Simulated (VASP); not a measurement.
**InSe: single point with PBE**

Crystal: InSe.

```xyz
8
Lattice="4.0500 0.0000 0.0000 -2.0250 3.5074 0.0000 0.0000 0.0000 16.9300" Properties=species:S:1:pos:R:3 pbc="T T T"
In    2.0250    1.1691   14.2720
In    0.0000    2.3383    5.8070
In    2.0250    1.1691   11.1230
In    0.0000    2.3383    2.6580
Se    2.0250    1.1691    6.7381
Se    0.0000    2.3383   15.2031
Se    2.0250    1.1691    1.7269
Se    0.0000    2.3383   10.1919
```

```yaml
Program: VASP 6.6.1
Task: single point
Functional: PBE
Potentials_or_basis: VASP PAW PBE potentials, release 64 (In_d, Se)
Cutoff: 520 eV
k_mesh: 8 × 8 × 2
Occupations: fermi-dirac, width 0.05 eV
Spin: no spin polarisation
Further_INCAR_settings: ALGO = Normal; EDIFF = 1e-07; NBANDS = 48
```

```
Pressure               : 7.7 GPa
Largest force          : 2.893 eV/Å
Band gap on the k mesh : none (metal or under the smearing width)
```

Forces on the atoms (eV/Å):
```
In   0.000  0.000 -2.893
In   0.000  0.000 -2.893
In   0.000  0.000  2.893
In   0.000  0.000  2.893
Se   0.000  0.000  2.022
Se   0.000  0.000  2.022
Se   0.000  0.000 -2.022
Se   0.000  0.000 -2.022
```

Stress tensor (GPa, compression positive):
```
10.55  0.00  0.00
 0.00 10.55  0.00
 0.00  0.00  1.87
```

Levels at points of the mesh, in eV from the Fermi level:
```
           k point  band 36  band 37  band 38  band 39  band 40  band 41
(0.00, 0.00, 0.00)    -2.25    -1.44    -0.46    -0.15     0.32     1.14
(0.50, 0.00, 0.00)    -2.66    -1.58    -1.09     0.85     1.01     1.26
(0.00, 0.00, 0.50)    -2.27    -1.04    -1.04     0.19     0.19     1.31
(0.50, 0.00, 0.50)    -2.79    -1.34    -1.34     1.08     1.08     1.16
```

Wall time 5.8 min on 1 thread of AMD EPYC 7R43 64-Core Processor (Zen 3) (shared host), peak memory 0.38 GiB.

Caveat: this functional lacks dispersion, which binds the layers, so the pressure and a relaxed spacing across them are unreliable; forces of over 1 eV/Å show positions far from the minimum, so gaps and moduli don't describe the material at rest.
